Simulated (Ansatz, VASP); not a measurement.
**TaN in VASP and in Ansatz**

Contents of INCAR:

```
PREC     = Accurate       # precision mode
ENCUT    = 520            # plane-wave cutoff, eV
EDIFF    = 1E-6           # SCF threshold, eV
ISMEAR   = 0              # smearing method
SIGMA    = 0.15           # smearing width, eV
LREAL    = False          # projectors in reciprocal space
LASPH    = True           # aspherical terms in the spheres
NELM     = 100            # most SCF steps
ALGO     = Normal         # electronic algorithm
ISIF     = 2              # what is computed and relaxed
LWAVE    = False          # write WAVECAR
LCHARG   = True           # write CHGCAR
GGA      = PS             # functional
LELF     = True           # ELF
LVHAR    = True         
NBANDS   = 15             # bands
```

The input KPOINTS:

```
regular mesh
0
Gamma
  18 18 18
```

File POSCAR:

```
TaN
1.0
    0.0000000000      2.2225800000      2.1790000000
    2.2225800000      0.0000000000      2.1790000000
    2.2225800000      2.2225800000      0.0000000000
Ta N
1 1
Direct
    0.5000000000      0.5000000000      0.5000000000
    0.0000000000      0.0000000000      0.0000000000
```

Input for Ansatz:

```yaml
crystal:
  lattice:
    - [0.0, 2.22258, 2.179]
    - [2.22258, 0.0, 2.179]
    - [2.22258, 2.22258, 0.0]
  atoms:
    - { symbol: Ta, position: [0.5, 0.5, 0.5] }
    - { symbol: "N", position: [0.0, 0.0, 0.0] }
basis:
  ecutwfc: 420
kpoints:
  mp_grid: { grid: [18, 18, 18] }
hamiltonian:
  xc: pbesol
scf:
  occupations: { method: gaussian, width: 0.15 }
output:
  forces: true
  stress: true
  eigenvalues: true
```

Change from the starting cell: strain +0.0200 x Voigt [1, 1, 0, 0, 0, 0], atoms carried along.

Alike in both runs: task single point; functional PBEsol; k mesh 18 × 18 × 18; occupations gaussian, width 0.15 eV; no spin polarisation.

```csv
,VASP,Ansatz
version,VASP 6.6.1,Ansatz 0.2.0
potentials or method,"VASP PAW PBE potentials, release 64 (Ta_pv, N)","scalar-relativistic, plane waves, PAW"
plane-wave cutoff (eV),520,420
valence electrons in the cell,16,18
```

|  | VASP | Ansatz | Ansatz less VASP |
| --- | --- | --- | --- |
| gap on the k mesh at the Fermi level (eV) | none | none | - |
| pressure (GPa) | -8.1 | -8.9 | -0.85 |
| largest component of the traceless stress (GPa) | 7.58 | 7.51 | -0.070 |

A gap of «none» marks a metal or a gap that the smearing closes. The two sets of potentials don't hold the same shells in valence.

Caveats: the PAW data sets were made with another functional, which shifts forces and pressure a little (VASP). The runs have no spin-orbit coupling, so splittings on Ta are missing.
